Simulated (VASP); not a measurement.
# CdTe in VASP: one cell, several levels of theory, part 2 of 2

VASP 6.6.1, plane waves, PAW.

## (3) r2SCAN at this geometry

INCAR

```
ENCUT = 520.000000
SIGMA = 0.010000
EDIFF = 1.00e-07
ALGO = Normal
METAGGA = R2SCAN
PREC = Accurate
IBRION = -1
ISIF = 2
ISMEAR = 0
NBANDS = 16
NELM = 120
NSW = 0
LASPH = .TRUE.
LCHARG = .FALSE.
LWAVE = .FALSE.
LREAL = .FALSE.
```

KPOINTS

```
KPOINTS created by Atomic Simulation Environment
0
Gamma
6 6 6
0 0 0
```

KPOINTS_OPT

```
special points
6
Reciprocal
0.0000000000 0.0000000000 0.0000000000 1
-0.5000000000 -0.5000000000 0.0000000000 1
-0.3750000000 -0.3750000000 0.2500000000 1
-0.3750000000 0.0000000000 0.3750000000 1
0.0000000000 0.0000000000 0.5000000000 1
-0.5000000000 -0.2500000000 0.2500000000 1
```

POSCAR

```
Cd Te
 1.0000000000000000
     0.0000000000000000    3.3455542184999998    3.3455542184999998
     3.3455542184999998    0.0000000000000000    3.3455542184999998
     3.3455542184999998    3.3455542184999998    0.0000000000000000
 Cd  Te
   1   1
Cartesian
  0.0000000000000000  0.0000000000000000  0.0000000000000000
  1.6727771092499999  1.6727771092499999  1.6727771092499999
```

Command:

```console
> mpirun -np 1 vasp_std
```

Printed to the terminal (iteration lines stand in OSZICAR):

```text
POSCAR found type information on POSCAR CdTe
 POSCAR found :  2 types and       2 ions
 -----------------------------------------------------------------------------
|                                                                             |
|                                                                             |
|     You enforced a specific xc type in the INCAR file but a different       |
|     I HOPE YOU KNOW WHAT YOU ARE DOING!                                     |
|                                                                             |
 -----------------------------------------------------------------------------

 LDA part: xc-table for (None), standard interpolation
 POSCAR, INCAR and KPOINTS ok, starting setup
 FFT: planning ... GRIDC
 FFT: planning ... GRID_SOFT
 FFT: planning ... GRID
 WAVECAR not read
 entering main loop
 Start KPOINTS_OPT (optional k-point list driver)
k-point batch [1-6\6]
```

OSZICAR:

```text
N       E                     dE             d eps       ncg     rms          rms(c)
DAV:   1     0.549918586468E+02    0.54992E+02   -0.80079E+03   512   0.965E+02
DAV:   2    -0.475444136322E+02   -0.10254E+03   -0.96859E+02   608   0.238E+02
DAV:   3    -0.511906120449E+02   -0.36462E+01   -0.36417E+01   632   0.470E+01
DAV:   4    -0.512191718760E+02   -0.28560E-01   -0.28559E-01   760   0.377E+00
DAV:   5    -0.512192363836E+02   -0.64508E-04   -0.64507E-04   696   0.165E-01    0.449E+00
DAV:   6    -0.466289880072E+02    0.45902E+01   -0.29335E+00   536   0.205E+01    0.622E+00
DAV:   7    -0.465961025542E+02    0.32885E-01   -0.10857E-01   592   0.344E+00    0.413E+00
DAV:   8    -0.466093837539E+02   -0.13281E-01   -0.85007E-02   600   0.298E+00    0.851E-01
DAV:   9    -0.466136910287E+02   -0.43073E-02   -0.83428E-03   664   0.705E-01    0.355E-01
DAV:  10    -0.466134701188E+02    0.22091E-03   -0.22493E-03   576   0.496E-01    0.658E-02
DAV:  11    -0.466134708410E+02   -0.72217E-06   -0.11421E-04   680   0.141E-01    0.459E-02
DAV:  12    -0.466134899680E+02   -0.19127E-04   -0.71450E-05   592   0.101E-01    0.262E-02
DAV:  13    -0.466134843127E+02    0.56554E-05   -0.16072E-05   632   0.501E-02    0.788E-03
DAV:  14    -0.466134845524E+02   -0.23977E-06   -0.47244E-07   624   0.521E-03    0.627E-03
DAV:  15    -0.466134841829E+02    0.36954E-06   -0.14671E-07   496   0.491E-03    0.351E-03
DAV:  16    -0.466134842210E+02   -0.38083E-07   -0.12187E-07   416   0.394E-03
   1 F= -.46613484E+02 E0= -.46613484E+02  d E =-.365733E-12
       N       E                     dE             ncg
DAV:   1     0.420055500647E+03   -0.27366E+04      200
DAV:   2    -0.137964136903E+03   -0.55802E+03      240
DAV:   3    -0.156657960568E+03   -0.18694E+02      232
DAV:   4    -0.156800780329E+03   -0.14282E+00      312
DAV:   5    -0.156801053157E+03   -0.27283E-03      232
DAV:   6    -0.156801059779E+03   -0.66224E-05      296
DAV:   7    -0.156801059891E+03   -0.11202E-06      224
DAV:   8    -0.156801059895E+03   -0.38921E-08      224
```

Parts of OUTCAR:

```text
k-points           NKPTS =     16   k-points in BZ     NKDIM =     16   number of bands    NBANDS=     16

   NELECT =      18.0000    total number of electrons

   dimension x,y,z NGX =    36 NGY =   36 NGZ =   36
   dimension x,y,z NGXF=    72 NGYF=   72 NGZF=   72

  energy-cutoff  :      520.00
  volume of cell :       74.89
      direct lattice vectors                 reciprocal lattice vectors
     0.000000000  3.345554218  3.345554218    -0.149452069  0.149452069  0.149452069
     3.345554218  0.000000000  3.345554218     0.149452069 -0.149452069  0.149452069
     3.345554218  3.345554218  0.000000000     0.149452069  0.149452069 -0.149452069

 k-points in reciprocal lattice and weights: KPOINTS created by Atomic Simulation Env
   0.00000000  0.00000000  0.00000000       0.005
   0.16666667  0.00000000  0.00000000       0.037
   0.33333333  0.00000000  0.00000000       0.037
   0.50000000  0.00000000  0.00000000       0.019
   0.16666667  0.16666667  0.00000000       0.028
   0.33333333  0.16666667  0.00000000       0.111
   0.50000000  0.16666667  0.00000000       0.111
  -0.33333333  0.16666667  0.00000000       0.111
[... 8 more k-points ...]

 E-fermi :   1.3219

 k-point     1 :       0.0000    0.0000    0.0000
  band No.  band energies     occupation
      1      -9.7258      2.00000
      2      -7.0086      2.00000
      3      -7.0086      2.00000
      4      -7.0086      2.00000
      5      -6.7941      2.00000
      6      -6.7941      2.00000
      7       1.2781      2.00000
      8       1.2781      2.00000
      9       1.2781      2.00000
     10       2.2412      0.00000
     11       6.3605      0.00000
     12       6.3605      0.00000
     13       6.3605      0.00000
     14       9.0185      0.00000
     15      10.9376      0.00000
     16      10.9376      0.00000

 k-point     2 :       0.1667    0.0000    0.0000
  band No.  band energies     occupation
      1      -9.6441      2.00000
      2      -6.9937      2.00000
      3      -6.9937      2.00000
      4      -6.9283      2.00000
      5      -6.7947      2.00000
      6      -6.7947      2.00000
      7      -0.2790      2.00000
      8       1.0895      2.00000
      9       1.0895      2.00000
     10       3.3010      0.00000
     11       6.3509      0.00000
     12       6.6654      0.00000
     13       6.6654      0.00000
     14      10.0418      0.00000
     15      10.1305      0.00000
     16      10.1305      0.00000

 k-point     3 :       0.3333    0.0000    0.0000
  band No.  band energies     occupation
      1      -9.4823      2.00000
      2      -6.9677      2.00000
      3      -6.9677      2.00000
      4      -6.7915      2.00000
      5      -6.7915      2.00000
      6      -6.6847      2.00000
      7      -1.9553      2.00000
      8       0.7649      2.00000
      9       0.7649      2.00000
     10       3.4842      0.00000
     11       6.9254      0.00000
     12       6.9254      0.00000
     13       7.6827      0.00000
     14       9.7270      0.00000
     15      10.5202      0.00000
     16      10.5202      0.00000

 k-point     4 :       0.5000    0.0000    0.0000
  band No.  band energies     occupation
      1      -9.4038      2.00000
      2      -6.9571      2.00000
      3      -6.9571      2.00000
      4      -6.7871      2.00000
      5      -6.7871      2.00000
      6      -6.4922      2.00000
      7      -2.6877      2.00000
      8       0.6214      2.00000
      9       0.6214      2.00000
     10       3.3934      0.00000
     11       6.8905      0.00000
     12       6.8905      0.00000
     13       8.5553      0.00000
     14      10.1403      0.00000
     15      11.9132      0.00000
     16      11.9132      0.00000

 k-point     5 :       0.1667    0.1667    0.0000
  band No.  band energies     occupation
      1      -9.6172      2.00000
      2      -6.9787      2.00000
      3      -6.9786      2.00000
      4      -6.9246      2.00000
      5      -6.7991      2.00000
      6      -6.7880      2.00000
      7      -0.3052      2.00000
      8       0.7756      2.00000
      9       0.7756      2.00000
     10       3.8403      0.00000
     11       5.4758      0.00000
     12       7.2139      0.00000
     13       7.2139      0.00000
     14       8.8710      0.00000
     15      10.7082      0.00000
     16      11.1875      0.00000

 k-point     6 :       0.3333    0.1667    0.0000
  band No.  band energies     occupation
      1      -9.4833      2.00000
      2      -6.9575      2.00000
      3      -6.9497      2.00000
      4      -6.8257      2.00000
      5      -6.7833      2.00000
      6      -6.7098      2.00000
      7      -1.5650      2.00000
      8       0.3298      2.00000
      9       0.4228      2.00000
     10       4.3117      0.00000
     11       5.7076      0.00000
     12       7.3769      0.00000
     13       7.7480      0.00000
     14       9.4527      0.00000
     15      11.3674      0.00000
     16      11.3698      0.00000

 k-point     7 :       0.5000    0.1667    0.0000
  band No.  band energies     occupation
      1      -9.3798      2.00000
      2      -6.9445      2.00000
      3      -6.9370      2.00000
      4      -6.8048      2.00000
      5      -6.7846      2.00000
      6      -6.4682      2.00000
      7      -2.5085      2.00000
      8      -0.1359      2.00000
      9       0.3481      2.00000
     10       4.2759      0.00000
     11       6.3555      0.00000
     12       7.5905      0.00000
     13       8.0982      0.00000
     14      10.3892      0.00000
     15      11.5909      0.00000
     16      11.9836      0.00000

 k-point     8 :      -0.3333    0.1667    0.0000
  band No.  band energies     occupation
      1      -9.4052      2.00000
      2      -6.9485      2.00000
      3      -6.9455      2.00000
      4      -6.7958      2.00000
      5      -6.7944      2.00000
      6      -6.5317      2.00000
      7      -2.2821      2.00000
      8      -0.2509      2.00000
      9       0.6027      2.00000
     10       4.3151      0.00000
     11       6.6168      0.00000
     12       7.3117      0.00000
     13       7.8116      0.00000
     14      10.1200      0.00000
     15      10.8030      0.00000
     16      11.9215      0.00000

 k-point     9 :      -0.1667    0.1667    0.0000
  band No.  band energies     occupation
      1      -9.5362      2.00000
      2      -6.9770      2.00000
      3      -6.9643      2.00000
      4      -6.8169      2.00000
      5      -6.8006      2.00000
      6      -6.7683      2.00000
      7      -1.1928      2.00000
      8       0.2288      2.00000
      9       0.9849      2.00000
     10       4.0916      0.00000
     11       6.3207      0.00000
     12       6.8862      0.00000
     13       7.1385      0.00000
     14       9.4003      0.00000
     15      10.5969      0.00000
     16      11.3182      0.00000

 k-point    10 :       0.3333    0.3333    0.0000
  band No.  band energies     occupation
      1      -9.4059      2.00000
      2      -6.9147      2.00000
      3      -6.9147      2.00000
      4      -6.8540      2.00000
      5      -6.7757      2.00000
      6      -6.6066      2.00000
      7      -1.9015      2.00000
      8       0.0014      2.00000
      9       0.0014      2.00000
     10       4.3575      0.00000
     11       4.7798      0.00000
     12       8.8426      0.00000
     13       9.0526      0.00000
     14       9.0526      0.00000
     15      11.8745      0.00000
     16      13.3338      0.00000

 k-point    11 :       0.5000    0.3333    0.0000
  band No.  band energies     occupation
      1      -9.3310      2.00000
      2      -6.9088      2.00000
      3      -6.8981      2.00000
      4      -6.8408      2.00000
      5      -6.7763      2.00000
      6      -6.4094      2.00000
      7      -2.4343      2.00000
      8      -0.5750      2.00000
      9      -0.1171      2.00000
     10       4.4509      0.00000
     11       5.2834      0.00000
     12       8.5270      0.00000
     13       9.2575      0.00000
     14      10.5241      0.00000
     15      12.2491      0.00000
     16      12.8695      0.00000

 k-point    12 :      -0.3333    0.3333    0.0000
  band No.  band energies     occupation
      1      -9.3313      2.00000
      2      -6.9238      2.00000
      3      -6.9131      2.00000
      4      -6.8133      2.00000
      5      -6.7891      2.00000
      6      -6.3672      2.00000
      7      -2.4466      2.00000
      8      -0.9826      2.00000
      9       0.1515      2.00000
     10       4.6371      0.00000
     11       6.5617      0.00000
     12       8.4492      0.00000
     13       8.4881      0.00000
     14       9.1322      0.00000
     15      10.6256      0.00000
     16      13.7010      0.00000

[... the tables of k-points 13 to 16 left out ...]

  Total       -0.9493605     -0.9493605     -0.9493605     -0.0000000     -0.0000000     -0.0000000
  in kB      -20.3098877    -20.3098877    -20.3098877     -0.0000000     -0.0000000     -0.0000000
  external PRESSURE =     -20.3098877 kB  Pullay stress =       0.0000000 kB

 POSITION                                       TOTAL-FORCE (eV/Angst)
 -----------------------------------------------------------------------------------
      0.00000      0.00000      0.00000        -0.000000     -0.000000      0.000000
      1.67278      1.67278      1.67278         0.000000      0.000000     -0.000000
 -----------------------------------------------------------------------------------
    total drift:                               -0.000002     -0.000002     -0.000002

  FREE ENERGIE OF THE ION-ELECTRON SYSTEM (eV)
  ---------------------------------------------------
  free  energy   TOTEN  =       -46.6134842210 eV

  energy  without entropy=      -46.6134842210  energy(sigma->0) =      -46.61348422
```

Wall time 87 s (1 MPI rank of Intel Xeon Platinum 8488C, shared host); peak memory 0.22 GiB.

The levels at the points of KPOINTS_OPT are read from vasprun.xml.

Levels at the named points, in eV from the top of band v (v: the last filled band by count, c: the next):

```
point    v−1      v     c   c+1
    Γ   0.00   0.00  0.96  5.08
    X  -1.60  -1.60  2.97  3.07
    U  -2.21  -1.32  3.24  4.73
    K  -2.21  -1.32  3.24  4.73
    L  -0.66  -0.66  2.12  5.61
    W  -2.02  -1.86  4.32  4.95
```

Gap with r2SCAN: 0.96 eV, direct (Γ). The pressure is -2.03 GPa; the forces vanish within 0.01 eV/Å.

## (4) Results

What follows sums up all 2 parts.

```
 level  gap (eV)  pressure (GPa)
   PBE      0.48           -0.96
r2SCAN      0.96           -2.03
```

In words: The gap runs from 0.48 eV (PBE) to 0.96 eV (r2SCAN). Spin-orbit coupling is left out, though the cell holds Te (Z = 52); in an element this heavy it can shift bands and gaps by tenths of an eV. The pressure is highest with PBE (-1.0 GPa) and lowest with r2SCAN (-2.0 GPa), which orders the cells that they would relax to.
